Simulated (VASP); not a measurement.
# SiO2 (Quartz): how numerical settings change the zone-centre modes, part 3 of 3

Aim: test the modes of SiO2 (Quartz) against the numerical settings. The starting structure is a measured crystal structure from the Crystallography Open Database.

VASP 6.6.1.

Results so far: reference E (8) 1148.7 cm⁻¹; a 3×3×2 mesh E (8) 1148.7 cm⁻¹.

### Step 4. Modes with a cutoff of 400 eV

Level of this step: LDA; plane waves and PAW (Si, O) (VASP).

Against step 2 the input has ENCUT = 400.

Input file INCAR:

```
SYSTEM = SiO2
PREC = Accurate
ENCUT = 400
EDIFF = 1E-08
NELM = 100
ISMEAR = 0
SIGMA = 0.03
LREAL = .FALSE.
ALGO = Normal
GGA = CA
NBANDS = 33
LORBIT = 11
LWAVE = .FALSE.
LCHARG = .FALSE.
KPAR = 16
IBRION = 6
NFREE = 2
POTIM = 0.015
NSW = 1
ISIF = 2
```

Input file POSCAR:

```
SiO2
1.0
    4.8731983454      0.0000000000      0.0000000000
   -2.4365991727      4.2203135648      0.0000000000
    0.0000000000      0.0000000000      5.3745426318
Si O
3 6
Direct
    0.4646546499      0.4646546499      0.0000000000
    0.0000000000      0.5353453501      0.6666666667
    0.5353453501      0.0000000000      0.3333333333
    0.8645277142      0.2760564768      0.4458099069
    0.7239435232      0.5884712373      0.7791432403
    0.4115287627      0.1354722858      0.1124765736
    0.2760564768      0.8645277142      0.5541900931
    0.5884712373      0.7239435232      0.2208567597
    0.1354722858      0.4115287627      0.8875234264
```

Input file KPOINTS:

```
Automatic mesh
0
Gamma
6 6 4
0 0 0
```

Potentials, in the order of the species: Si and O (LDA family, release 64).

Launch:

```sh
$ mpirun -np 16 vasp_std
```

What it wrote:

```text
[banner, memory and clock lines left out]
running   16 mpi-ranks, on    1 nodes
[...]
[... a notice as in an earlier step ...]

 LDA part: xc-table for (Slater(with rela. corr.)+CA(PZ))
 , standard interpolation
 POSCAR, INCAR and KPOINTS ok, starting setup
[...]
entering main loop
       N       E                     dE             d eps       ncg     rms          rms(c)
DAV:   1     0.225453490047E+03    0.22545E+03   -0.22202E+04  1584   0.110E+03
DAV:   2    -0.734467078092E+02   -0.29890E+03   -0.29111E+03  2016   0.282E+02
DAV:   3    -0.875250139954E+02   -0.14078E+02   -0.14034E+02  2008   0.662E+01
DAV:   4    -0.876677356225E+02   -0.14272E+00   -0.14260E+00  1952   0.743E+00
[...]
DAV:  13    -0.780533368295E+02   -0.40200E-08   -0.21224E-06  1992   0.805E-03    0.240E-03
DAV:  14    -0.780533368717E+02   -0.42242E-07   -0.61220E-08  1952   0.151E-03    0.926E-04
DAV:  15    -0.780533368762E+02   -0.45366E-08   -0.16543E-08  1408   0.688E-04
   1 F= -.78053337E+02 E0= -.78053337E+02  d E =-.987095E-20
[... from here on, the cycles between the ionic steps are left out ...]
   2 F= -.78048256E+02 E0= -.78048256E+02  d E =-.308630E-19
   3 F= -.78048107E+02 E0= -.78048107E+02  d E =-.161499E-19
   4 F= -.78047889E+02 E0= -.78047889E+02  d E =-.732914E-21
   5 F= -.78047889E+02 E0= -.78047889E+02  d E =-.267846E-17
   6 F= -.78051664E+02 E0= -.78051664E+02  d E =-.877504E-18
   7 F= -.78051611E+02 E0= -.78051611E+02  d E =-.575485E-22
   8 F= -.78049439E+02 E0= -.78049439E+02  d E =-.746567E-21
   9 F= -.78049561E+02 E0= -.78049561E+02  d E =-.726598E-19
  10 F= -.78050473E+02 E0= -.78050473E+02  d E =-.398296E-22
  11 F= -.78050463E+02 E0= -.78050463E+02  d E =-.231642E-17
 Finite differences progress:
  Degree of freedom:   5/  5
  Displacement:        2/  2
  Total:              10/ 10
```

The job ended after 1.9 min (16 MPI ranks of Intel Xeon Platinum 8488C (Sapphire Rapids), shared host; peak memory 6.3 GiB; 30 min of CPU time).

Parts of OUTCAR (step 4):

```text
  Total       -3.2953957     -3.4725453     -3.6604322      0.1188167     -0.1600570      0.0769029
  in kB      -47.7658855    -50.3336225    -53.0569925      1.7222169     -2.3199833      1.1146869
  external PRESSURE =     -50.3855001 kB  Pullay stress =       0.0000000 kB

 POSITION                                       TOTAL-FORCE (eV/Angst)
 -----------------------------------------------------------------------------------
      1.13218      1.96099      0.00000         0.010090     -0.018419      0.046034
     -1.30442      2.25933      3.58303         0.001273     -0.161288     -0.208729
      2.60884      0.00000      1.79151        -0.075681     -0.092310     -0.097453
      3.54038      1.16504      2.38102         0.108709      0.333117      0.378423
      2.09405      2.48353      4.18754         0.025603     -0.010707     -0.027610
      1.67537      0.57174      0.60451        -0.037341     -0.002839     -0.027720
     -0.76123      3.64858      2.97852        -0.004126     -0.008904      0.011358
      1.10378      3.05527      1.18700        -0.003108     -0.024542     -0.022313
     -0.34255      1.73678      4.77003        -0.025420     -0.014108     -0.051990
 -----------------------------------------------------------------------------------
    total drift:                                0.000046      0.000082     -0.000411

  FREE ENERGIE OF THE ION-ELECTRON SYSTEM (eV)
  ---------------------------------------------------
  free  energy   TOTEN  =       -78.0504630558 eV

  energy  without entropy=      -78.0504630558  energy(sigma->0) =      -78.05046306

[... 1 part as in an earlier step ...]

[... 2 further parts left out ...]
[key lines of the parts left out:]
E-fermi :   1.2035
```

With a cutoff of 400 eV the modes are at the top E (8) 1148.8, A1 (4) 1085.6 cm⁻¹, at the bottom A1 (1) 224.6, E (1) 129.2 cm⁻¹, with 12 more of the listed ones between; the largest shift is +1.8 cm⁻¹, in E (2), from the reference.

### Step 5. Modes with a 6×6×6 mesh

Against step 2 the input has a 6×6×6 mesh.

Changes to INCAR since step 4:

```diff
@@ -2,3 +2,3 @@
 PREC = Accurate
-ENCUT = 400
+ENCUT = 520
 EDIFF = 1E-08
```

POSCAR is that of step 4.

Input file KPOINTS:

```
Automatic mesh
0
Gamma
6 6 6
0 0 0
```

Launch:

```sh
$ mpirun -np 16 vasp_std
```

What it wrote:

```text
[... set-up lines as in an earlier step ...]
 entering main loop
       N       E                     dE             d eps       ncg     rms          rms(c)
DAV:   1     0.263810243805E+03    0.26381E+03   -0.25352E+04  2244   0.135E+03
DAV:   2    -0.702264555196E+02   -0.33404E+03   -0.32376E+03  2875   0.308E+02
DAV:   3    -0.875464232066E+02   -0.17320E+02   -0.17250E+02  2823   0.740E+01
DAV:   4    -0.877346153948E+02   -0.18819E+00   -0.18802E+00  2806   0.870E+00
[...]
DAV:  13    -0.779089370140E+02   -0.88370E-07   -0.22029E-06  2832   0.827E-03    0.170E-03
DAV:  14    -0.779089370618E+02   -0.47774E-07   -0.66430E-08  2782   0.156E-03    0.818E-04
DAV:  15    -0.779089370671E+02   -0.53205E-08   -0.22237E-08  2080   0.795E-04
   1 F= -.77908937E+02 E0= -.77908937E+02  d E =-.104172E-17
[... from here on, the cycles between the ionic steps are left out ...]
   2 F= -.77903863E+02 E0= -.77903863E+02  d E =-.994029E-17
   3 F= -.77903710E+02 E0= -.77903710E+02  d E =-.497206E-18
   4 F= -.77903492E+02 E0= -.77903492E+02  d E =-.363242E-16
   5 F= -.77903492E+02 E0= -.77903492E+02  d E =-.752398E-18
   6 F= -.77907271E+02 E0= -.77907271E+02  d E =-.900549E-16
   7 F= -.77907224E+02 E0= -.77907224E+02  d E =-.124036E-19
   8 F= -.77905105E+02 E0= -.77905105E+02  d E =-.104418E-16
   9 F= -.77905103E+02 E0= -.77905103E+02  d E =-.111739E-18
  10 F= -.77906024E+02 E0= -.77906024E+02  d E =-.193102E-17
  11 F= -.77906113E+02 E0= -.77906113E+02  d E =-.564976E-18
 Finite differences progress:
  Degree of freedom:   5/  5
  Displacement:        2/  2
  Total:              10/ 10
```

Run time: 4 min. Hardware: 16 MPI ranks; peak memory 9.8 GiB; 63 min of CPU time.

OUTCAR, selected parts (step 5):

```text
  Total        0.0956785     -0.0802349     -0.2630926      0.1180445     -0.1593142      0.0780915
  in kB        1.3868346     -1.1629830     -3.8134569      1.7110242     -2.3092170      1.1319150
  external PRESSURE =      -1.1965351 kB  Pullay stress =       0.0000000 kB

 POSITION                                       TOTAL-FORCE (eV/Angst)
 -----------------------------------------------------------------------------------
      1.13218      1.96099      0.00000         0.010239     -0.018113      0.045893
     -1.30442      2.25933      3.58303         0.001361     -0.161874     -0.208965
      2.60884      0.00000      1.79151        -0.076185     -0.092487     -0.097344
      3.54038      1.16504      2.38102         0.108438      0.337262      0.375262
      2.09405      2.48353      4.18754         0.021923     -0.013053     -0.030227
      1.67537      0.57174      0.60451        -0.033176     -0.004367     -0.030829
     -0.76123      3.64858      2.97852        -0.000360     -0.007199      0.014698
      1.10378      3.05527      1.18700        -0.003465     -0.028787     -0.019595
     -0.34255      1.73678      4.77003        -0.028774     -0.011382     -0.048894
 -----------------------------------------------------------------------------------
    total drift:                                0.000497      0.000502      0.000643

  FREE ENERGIE OF THE ION-ELECTRON SYSTEM (eV)
  ---------------------------------------------------
  free  energy   TOTEN  =       -77.9061125517 eV

  energy  without entropy=      -77.9061125517  energy(sigma->0) =      -77.90611255

[... 1 part as in an earlier step ...]

[... 2 further parts left out ...]
[key lines of the parts left out:]
E-fermi :   1.2143
```

With a 6×6×6 mesh the modes are at the top E (8) 1148.7, A1 (4) 1085.6 cm⁻¹, at the bottom A1 (1) 223.7, E (1) 129.0 cm⁻¹, with 12 more of the listed ones between, as with the reference.

### Step 6. All runs side by side

```
               run   E (8)  A1 (4)  A2 (4)   E (7)  A1 (2)  E (2)  A1 (1)  E (1)  core minutes
         reference  1148.7  1085.6  1080.8  1070.3   337.6  255.2   223.7  129.0          51.8
      a 3×3×2 mesh  1148.7  1085.6  1080.7  1070.3   337.6  255.3   223.7  129.2          8.27
a cutoff of 400 eV  1148.8  1085.6  1080.5  1070.4   338.3  257.0   224.6  129.2          30.4
      a 6×6×6 mesh  1148.7  1085.6  1080.8  1070.3   337.6  255.2   223.7  129.0          63.2
```

Modes are in cm⁻¹, degenerate ones as one, matched between runs by symmetry and order. A number in brackets counts the listed modes of one symmetry from the lowest. The symmetry labels come from an automatic analysis and can be wrong where levels nearly coincide. Between the highest four and the lowest four, 8 more are left out. Core minutes are wall time times ranks of the run shown, on a shared host.

### Step 7. Outcome

| Property | Result |
| --- | --- |
| E (8), reference | 1148.7 cm⁻¹ |
| E (1), reference | 129.0 cm⁻¹ |
| E (8), a 3×3×2 mesh | 1148.7 cm⁻¹ |
| E (1), a 3×3×2 mesh | 129.2 cm⁻¹ |
| E (8), a cutoff of 400 eV | 1148.8 cm⁻¹ |
| E (1), a cutoff of 400 eV | 129.2 cm⁻¹ |
| E (8), a 6×6×6 mesh | 1148.7 cm⁻¹ |
| E (1), a 6×6×6 mesh | 129.0 cm⁻¹ |

The largest change comes with a cutoff of 400 eV: +1.8 cm⁻¹ in E (2). On finer settings the modes change by less than 0.1 cm⁻¹ with a 6×6×6 mesh, not denser along every axis. Other changes move the modes by more: +1.8 cm⁻¹ in E (2) with a cutoff of 400 eV. The frequencies are harmonic, and the splitting of polar modes by their long-range field is left out. Further runs on this material are not shown.

[Lines on the potential files, build, host, timing and source positions are cut from VASP's logs without a mark.]

[Logs are printed without paths, hosts, clocks, repeated set-up lines and the standing remarks that a program may print on its own settings, such as how far it seeks lower states.]

[Hosts, paths, dates, database ids (printed as entryN), source tags and the programs' standing remarks are cut or masked in the printed files.]
